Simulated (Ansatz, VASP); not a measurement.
**ZrS in VASP and in Ansatz**

Contents of INCAR:

```
PREC = Accurate
ENCUT = 520
EDIFF = 1E-6
ISMEAR = 0
SIGMA = 0.15
LREAL = False
LASPH = True
NELM = 80
ALGO = Normal
ISIF = 2
LWAVE = False
LCHARG = False
GGA = PS
NBANDS = 16
```

The input KPOINTS:

```
regular mesh
0
Gamma
  16 16 16
```

The input POSCAR:

```
ZrS
1.0
    0.0000000000      2.6250000000      2.6250000000
    2.6250000000      0.0000000000      2.6250000000
    2.6250000000      2.6250000000      0.0000000000
Zr S
1 1
Direct
    0.0285714286      0.0285714286     -0.0285714286
    0.5000000000      0.5000000000      0.5000000000
```

Input for Ansatz:

```yaml
crystal:
  lattice:
    - [0.0, 2.625, 2.625]
    - [2.625, 0.0, 2.625]
    - [2.625, 2.625, 0.0]
  atoms:
    - { symbol: Zr, position: [0.0285714286, 0.0285714286, -0.0285714286] }
    - { symbol: S, position: [0.5, 0.5, 0.5] }
basis:
  ecutwfc: 420
kpoints:
  mp_grid: { grid: [16, 16, 16] }
hamiltonian:
  xc: pbesol
scf:
  occupations: { method: gaussian, width: 0.15 }
output:
  forces: true
  stress: true
  eigenvalues: true
```

Change from the starting cell: all Zr atoms moved -0.150 Å, as atom 1 towards its neighbour atom 2 (S) at 2.625 Å.

Alike in both runs: task single point; functional PBEsol; k mesh 16 × 16 × 16; occupations gaussian, width 0.15 eV; no spin polarisation.

```csv
,VASP,Ansatz
version,VASP 6.6.1,Ansatz 0.2.0
potentials or method,"VASP PAW PBE potentials, release 64 (Zr_sv, S)","scalar-relativistic, plane waves, PAW"
plane-wave cutoff (eV),520,420
valence electrons in the cell,18,18
```

```csv
,VASP,Ansatz,Ansatz less VASP
gap on the k mesh at the Fermi level (eV),none,none,-
pressure (GPa),-4.9,-5.1,-0.20
largest component of the traceless stress (GPa),3.27,3.25,-0.019
rms of the force components (eV/Å),0.457,0.451,-0.0055
```

Atom by atom the forces differ by 0.005 eV/Å (rms over components). A gap of «none» marks a metal or a gap that the smearing closes. With one functional, cell and mesh, what is left measures potentials, basis and numerics.

Caveats: the PAW data sets were made with another functional, which shifts forces and pressure a little (VASP).
